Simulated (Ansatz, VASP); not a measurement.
# Si (Si(110)): VASP beside Ansatz

Aim: how closely do two programs agree when they are given the same cell, functional and k mesh?

Program: Ansatz 0.2.0. Level of theory: plane waves, with VASP 6.6.1 beside it; band structure at PBE. Results are calculated unless marked as measured.

### Step 1. Starting point

The cell holds 18 atoms: 18 Si. Cell: a = 3.751 Å, b = 5.305 Å, c = 31.740 Å, α = 90.0°, β = 90.0°, γ = 90.0°. It derives from Si. As first built, before any earlier steps moved the atoms (in the runner's words): 9 layers, strained by -3 % in the plane. Vacuum lies along c.

### Step 2. VASP: band structure, PBE

A single point gives forces, pressure and levels at one fixed geometry, so differences don't come from the geometry; what else differs is listed under the comparison.

Lines of VASP's logs that name or quote its potential files are left out, and so is its time.

INCAR reads:

```
SYSTEM = Si
PREC = Normal
ENCUT = 320
EDIFF = 1E-06
NELM = 120
ISMEAR = 0
SIGMA = 0.03
LREAL = Auto
ALGO = Fast
GGA = PE
NBANDS = 54
LORBIT = 11
LWAVE = .FALSE.
LCHARG = .TRUE.
KPAR = 2
IDIPOL = 3
LDIPOL = .TRUE.
DIPOL = 0.5 0.5 0.5
LVHAR = .TRUE.
LVACPOTAV = .TRUE.
NEDOS = 1500
```

POSCAR reads:

```
Si
1.0
    3.7509384257      0.0000000000      0.0000000000
    0.0000000000      5.3046279932      0.0000000000
    0.0000000000      0.0000000000     31.7396612348
Si
18
Direct
    0.7500000000      0.3754106607      0.7476814097
    0.2500000000      0.6245893393      0.7476814097
    0.2500000000      0.8687546678      0.6865208831
    0.7500000000      0.1312453322      0.6865208831
    0.7500000000      0.3704626541      0.6238688483
    0.2500000000      0.6295373459      0.6238688483
    0.2500000000      0.8708939527      0.5619077806
    0.7500000000      0.1291060473      0.5619077806
    0.7500000000      0.3714493045      0.5000000000
    0.2500000000      0.6285506955      0.5000000000
    0.2500000000      0.8708939527      0.4380922194
    0.7500000000      0.1291060473      0.4380922194
    0.7500000000      0.3704626541      0.3761311517
    0.2500000000      0.6295373459      0.3761311517
    0.2500000000      0.8687546678      0.3134791169
    0.7500000000      0.1312453322      0.3134791169
    0.7500000000      0.3754106607      0.2523185903
    0.2500000000      0.6245893393      0.2523185903
```

KPOINTS reads:

```
Automatic mesh
0
Gamma
6 5 1
0 0 0
```

KPOINTS_OPT reads:

```
Line mode
14
Line-mode
Reciprocal
  0.00000000   0.00000000   0.00000000 GAMMA
  0.50000000   0.00000000   0.00000000 X

  0.50000000   0.00000000   0.00000000 X
  0.50000000   0.50000000   0.00000000 S

  0.50000000   0.50000000   0.00000000 S
  0.00000000   0.50000000   0.00000000 Y

  0.00000000   0.50000000   0.00000000 Y
  0.00000000   0.00000000   0.00000000 GAMMA

  0.00000000   0.00000000   0.00000000 GAMMA
  0.50000000   0.50000000   0.00000000 S
```

The projector-augmented-wave data sets are Si (PBE family, release 64).

Launch:

```bash
$ mpirun -np 4 vasp_std
```

Numbers of over 12 decimals in the logs are rounded to 6 here.

What it wrote:

```text
[banner, memory and clock lines left out]
running    4 mpi-ranks, on    1 nodes
 distrk:  each k-point on    2 cores,    2 groups
 distr:  one band on    1 cores,    2 groups

 POSCAR found type information on POSCAR Si
 POSCAR found :  1 types and      18 ions
 LDA part: xc-table for (Slater+PW92), standard interpolation
 POSCAR, INCAR and KPOINTS ok, starting setup
 FFT: planning ... GRIDC
 FFT: planning ... GRID_SOFT
 FFT: planning ... GRID
 WAVECAR not read
 entering main loop
       N       E                     dE             d eps       ncg     rms          rms(c)
DAV:   1     0.215866987075E+03    0.21587E+03   -0.19448E+04  1296   0.704E+02
DAV:   2    -0.726810108208E+02   -0.28855E+03   -0.27542E+03  1692   0.155E+02
DAV:   3    -0.937303102155E+02   -0.21049E+02   -0.20585E+02  1604   0.402E+01
DAV:   4    -0.945810627546E+02   -0.85075E+00   -0.84605E+00  2016   0.902E+00
DAV:   5    -0.946026236799E+02   -0.21561E-01   -0.21547E-01  1786   0.137E+00    0.148E+01
RMM:   6    -0.930545363409E+02    0.15481E+01   -0.14028E+00  1463   0.246E+00    0.879E+00
RMM:   7    -0.927693186440E+02    0.28522E+00   -0.20929E+00  1603   0.333E+00    0.170E+00
RMM:   8    -0.925129098722E+02    0.25641E+00   -0.43653E-01  1575   0.169E+00    0.780E-01
RMM:   9    -0.924916515626E+02    0.21258E-01   -0.71253E-02  1526   0.846E-01    0.209E-01
RMM:  10    -0.924941427795E+02   -0.24912E-02   -0.23598E-02  1924   0.439E-01    0.239E-01
RMM:  11    -0.924946032098E+02   -0.46043E-03   -0.22789E-03  1832   0.155E-01    0.215E-01
RMM:  12    -0.924949962270E+02   -0.39302E-03   -0.95692E-04  1545   0.901E-02    0.422E-02
RMM:  13    -0.924949917216E+02    0.45054E-05   -0.39129E-04  1569   0.528E-02    0.336E-02
RMM:  14    -0.924953658346E+02   -0.37411E-03   -0.48978E-04  1642   0.411E-02    0.289E-02
RMM:  15    -0.924954272687E+02   -0.61434E-04   -0.60187E-05  1578   0.217E-02    0.185E-02
RMM:  16    -0.924955034713E+02   -0.76203E-04   -0.43639E-05  1578   0.144E-02    0.110E-02
RMM:  17    -0.924955265887E+02   -0.23117E-04   -0.17716E-05  1578   0.101E-02    0.374E-03
RMM:  18    -0.924955793015E+02   -0.52713E-04   -0.86684E-06  1462   0.705E-03    0.246E-03
RMM:  19    -0.924956080277E+02   -0.28726E-04   -0.25745E-06  1160   0.418E-03    0.312E-03
RMM:  20    -0.924956341710E+02   -0.26143E-04   -0.10098E-06  1085   0.274E-03    0.873E-04
RMM:  21    -0.924956477065E+02   -0.13535E-04   -0.11767E-06  1066   0.222E-03    0.168E-03
RMM:  22    -0.924956543300E+02   -0.66235E-05   -0.57393E-07   899   0.155E-03    0.482E-04
RMM:  23    -0.924956558185E+02   -0.14885E-05   -0.11245E-07   572   0.939E-04    0.156E-04
RMM:  24    -0.924956563223E+02   -0.50382E-06   -0.41131E-08   440   0.779E-04
|                                                                             |
|           W    W    AA    RRRRR   N    N  II  N    N   GGGG   !!!           |
|           W    W   A  A   R    R  NN   N  II  NN   N  G    G  !!!           |
|           W    W  A    A  R    R  N N  N  II  N N  N  G       !!!           |
|           W WW W  AAAAAA  RRRRR   N  N N  II  N  N N  G  GGG   !            |
|           WW  WW  A    A  R   R   N   NN  II  N   NN  G    G                |
|           W    W  A    A  R    R  N    N  II  N    N   GGGG   !!!           |
|                                                                             |
|     Did not find any points to average over, which means that no vacuum     |
|     field-free region was found. Please increase the size of  your cell     |
|     in the dimension of the dipole correction to obtain accurate            |
|     workfunction values.                                                    |
|                                                                             |

   1 F= -.92495656E+02 E0= -.92490951E+02  d E =-.941161E-02
 Start KPOINTS_OPT (optional k-point list driver)
k-point batch [1-12\70]
       N       E                     dE             ncg
DAV:   1     0.350436170296E+03   -0.69175E+04     1296
DAV:   2    -0.298389996080E+04   -0.33343E+04     1644
DAV:   3    -0.323865392508E+04   -0.25475E+03     1584
DAV:   4    -0.324798658945E+04   -0.93327E+01     1848
DAV:   5    -0.324827070540E+04   -0.28412E+00     1776
DAV:   6    -0.324828623966E+04   -0.15534E-01     1984
DAV:   7    -0.324828675077E+04   -0.51111E-03     1762
DAV:   8    -0.324828678478E+04   -0.34005E-04     1760
DAV:   9    -0.324828678680E+04   -0.20240E-05     1268
DAV:  10    -0.324828678698E+04   -0.18032E-06     1056
[...]
k-point batch [61-70\70]
       N       E                     dE             ncg
DAV:   1     0.370424922198E+03   -0.12528E+05     1088
DAV:   2    -0.237161525633E+04   -0.27420E+04     1412
DAV:   3    -0.256139976363E+04   -0.18978E+03     1306
DAV:   4    -0.256834856502E+04   -0.69488E+01     1576
DAV:   5    -0.256856934167E+04   -0.22078E+00     1472
DAV:   6    -0.256858082821E+04   -0.11487E-01     1648
DAV:   7    -0.256858122957E+04   -0.40136E-03     1480
DAV:   8    -0.256858125437E+04   -0.24806E-04     1376
DAV:   9    -0.256858125578E+04   -0.14107E-05     1112
DAV:  10    -0.256858125590E+04   -0.11387E-06      960
```

Parts of OUTCAR (step 2):

```text
ion  position               nearest neighbor table
   1  0.750  0.375  0.748-   2 2.29   2 2.29   4 2.33
   2  0.250  0.625  0.748-   1 2.29   1 2.29   3 2.33
   3  0.250  0.869  0.687-   2 2.33   4 2.34   4 2.34   6 2.36
   4  0.750  0.131  0.687-   1 2.33   3 2.34   3 2.34   5 2.36
   5  0.750  0.370  0.624-   6 2.33   6 2.33   8 2.35   4 2.36
   6  0.250  0.630  0.624-   5 2.33   5 2.33   7 2.35   3 2.36
   7  0.250  0.871  0.562-   8 2.32   8 2.32   6 2.35  10 2.35
   8  0.750  0.129  0.562-   7 2.32   7 2.32   5 2.35   9 2.35
   9  0.750  0.371  0.500-  10 2.32  10 2.32  12 2.35   8 2.35
  10  0.250  0.629  0.500-   9 2.32   9 2.32  11 2.35   7 2.35
  11  0.250  0.871  0.438-  12 2.32  12 2.32  14 2.35  10 2.35
  12  0.750  0.129  0.438-  11 2.32  11 2.32  13 2.35   9 2.35
  13  0.750  0.370  0.376-  14 2.33  14 2.33  12 2.35  16 2.36
  14  0.250  0.630  0.376-  13 2.33  13 2.33  11 2.35  15 2.36
  15  0.250  0.869  0.313-  18 2.33  16 2.34  16 2.34  14 2.36
  16  0.750  0.131  0.313-  17 2.33  15 2.34  15 2.34  13 2.36
  17  0.750  0.375  0.252-  18 2.29  18 2.29  16 2.33
  18  0.250  0.625  0.252-  17 2.29  17 2.29  15 2.33

  LATTYP: Found a simple orthorhombic cell.
 ALAT       =     3.7509384257
 B/A-ratio  =     1.4142135624
 C/A-ratio  =     8.4617921258

 Subroutine GETGRP returns: Found  8 space group operations
 (whereof  4 operations were pure point group operations)

The static configuration has the point symmetry C_2h.
 The point group associated with its full space group is D_2h.

 Found     12 irreducible k-points:

   k-points           NKPTS =     12   k-points in BZ     NKDIM =     12   number of bands    NBANDS=     54

   dimension x,y,z NGX =    16 NGY =   24 NGZ =  140
   dimension x,y,z NGXF=    32 NGYF=   48 NGZF=  280

   ENCUT  =  320.0 eV  23.52 Ry    4.85 a.u.   5.47  7.74 46.29*2*pi/ulx,y,z

   NELECT =      72.0000    total number of electrons

 k-points in reciprocal lattice and weights: Automatic mesh
   0.00000000  0.00000000  0.00000000       0.033
   0.16666667  0.00000000  0.00000000       0.067
   0.33333333  0.00000000  0.00000000       0.067
   0.50000000  0.00000000  0.00000000       0.033
   0.00000000  0.20000000  0.00000000       0.067
   0.16666667  0.20000000  0.00000000       0.133
   0.33333333  0.20000000  0.00000000       0.133
   0.50000000  0.20000000  0.00000000       0.067
   0.00000000  0.40000000  0.00000000       0.067
   0.16666667  0.40000000  0.00000000       0.133
   0.33333333  0.40000000  0.00000000       0.133
   0.50000000  0.40000000  0.00000000       0.067

 dipolmoment           0.000000      0.000000      0.000000 electrons x Angstroem

 average (electrostatic) potential at core
       1 -87.8177       2 -87.8177       3 -87.9662       4 -87.9662       5 -87.9763
       6 -87.9763       7 -87.9829       8 -87.9829       9 -87.9983      10 -87.9983
      11 -87.9829      12 -87.9829      13 -87.9763      14 -87.9763      15 -87.9662
      16 -87.9662      17 -87.8177      18 -87.8177

 E-fermi :   1.1718

 k-point     1 :       0.0000    0.0000    0.0000
  band No.  band energies     occupation
    ...
     29      -0.0048      2.00000
     30       0.1096      2.00000
     31       0.4834      2.00000
     32       0.8953      2.00000
     33       1.0834      1.99997
     34       1.1998      0.18819
     35       1.2915      0.00000
     36       1.3208      0.00000
     37       1.7608      0.00000
     38       2.1164      0.00000
    ...

 k-point     2 :       0.1667    0.0000    0.0000
  band No.  band energies     occupation
    ...
     32      -0.2383      2.00000
     33       0.0013      2.00000
     34       0.1072      2.00000
     35       0.8505      2.00000
     36       0.8926      2.00000
     37       1.8055      0.00000
     38       2.0953      0.00000
     39       2.3092      0.00000
     40       3.0678      0.00000
     41       3.0754      0.00000
    ...

 k-point     3 :       0.3333    0.0000    0.0000
  band No.  band energies     occupation
    ...
     32      -1.0788      2.00000
     33      -0.8828      2.00000
     34      -0.2939      2.00000
     35       0.5098      2.00000
     36       0.5771      2.00000
     37       1.5826      0.00000
     38       1.7299      0.00000
     39       2.1379      0.00000
     40       2.2580      0.00000
     41       2.8463      0.00000
    ...

  Total       13.4360324      5.3779225      0.9850386      0.0000000      0.0000000      0.0000000
  in kB       34.0866618     13.6435682      2.4990024      0.0000000      0.0000000      0.0000000
  external PRESSURE =      16.7430775 kB  Pullay stress =       0.0000000 kB

  energy-cutoff  :      320.00
  volume of cell :      631.53
      direct lattice vectors                 reciprocal lattice vectors
     3.750938426  0.000000000  0.000000000     0.266599951  0.000000000  0.000000000
     0.000000000  5.304627993  0.000000000     0.000000000  0.188514633  0.000000000
     0.000000000  0.000000000 31.739661235     0.000000000  0.000000000  0.031506322

 POSITION                                       TOTAL-FORCE (eV/Angst)
 -----------------------------------------------------------------------------------
      2.81320      1.99141     23.73115         0.000000      0.011180      0.025729
      0.93773      3.31321     23.73115        -0.000000     -0.011180      0.025729
      0.93773      4.60842     21.78994         0.000000      0.014112      0.022338
      2.81320      0.69621     21.78994         0.000000     -0.014112      0.022338
      2.81320      1.96517     19.80139         0.000000     -0.006200      0.011607
      0.93773      3.33946     19.80139         0.000000      0.006200      0.011607
      0.93773      4.61977     17.83476         0.000000     -0.008794     -0.008074
      2.81320      0.68486     17.83476         0.000000      0.008794     -0.008074
      2.81320      1.97040     15.86983         0.000000     -0.004134     -0.000000
      0.93773      3.33423     15.86983         0.000000      0.004134     -0.000000
      0.93773      4.61977     13.90490         0.000000     -0.008794      0.008074
      2.81320      0.68486     13.90490         0.000000      0.008794      0.008074
      2.81320      1.96517     11.93828         0.000000     -0.006200     -0.011607
      0.93773      3.33946     11.93828         0.000000      0.006200     -0.011607
      0.93773      4.60842      9.94972        -0.000000      0.014112     -0.022338
      2.81320      0.69621      9.94972         0.000000     -0.014112     -0.022338
      2.81320      1.99141      8.00851         0.000000      0.011180     -0.025729
      0.93773      3.31321      8.00851         0.000000     -0.011180     -0.025729
 -----------------------------------------------------------------------------------
    total drift:                               -0.000000      0.000000     -0.000000

  FREE ENERGIE OF THE ION-ELECTRON SYSTEM (eV)
  ---------------------------------------------------
  free  energy   TOTEN  =       -92.4956563223 eV

  energy  without entropy=      -92.4862447120  energy(sigma->0) =      -92.49095052

 vacuum level on the upper side and lower side of the slab         6.130         6.130

 total charge
# of ion       s       p       d       tot
------------------------------------------
    1        0.795   0.869   0.000   1.664
    2        0.795   0.869   0.000   1.664
    3        0.765   0.922   0.000   1.687
    4        0.765   0.922   0.000   1.687
    5        0.758   0.946   0.000   1.704
    6        0.758   0.946   0.000   1.704
    7        0.755   0.955   0.000   1.710
    8        0.755   0.955   0.000   1.710
    9        0.753   0.957   0.000   1.710
   10        0.753   0.957   0.000   1.710
   11        0.755   0.955   0.000   1.710
   12        0.755   0.955   0.000   1.710
   13        0.758   0.946   0.000   1.704
   14        0.758   0.946   0.000   1.704
   15        0.765   0.922   0.000   1.687
   16        0.765   0.922   0.000   1.687
   17        0.795   0.869   0.000   1.664
   18        0.795   0.869   0.000   1.664
--------------------------------------------------
tot         13.799  16.683   0.000  30.482

[... 3 further parts left out ...]
```

(Continued in part 2 of 2.)

[Lines on the potential files, build, host, timing and source positions are cut from VASP's logs without a mark.]

[Logs are printed without paths, hosts, clocks, repeated set-up lines and the standing remarks that a program may print on its own settings, such as how far it seeks lower states.]

[Hosts, paths, dates, database ids (printed as entryN), source tags and the programs' standing remarks are cut or masked in the printed files.]
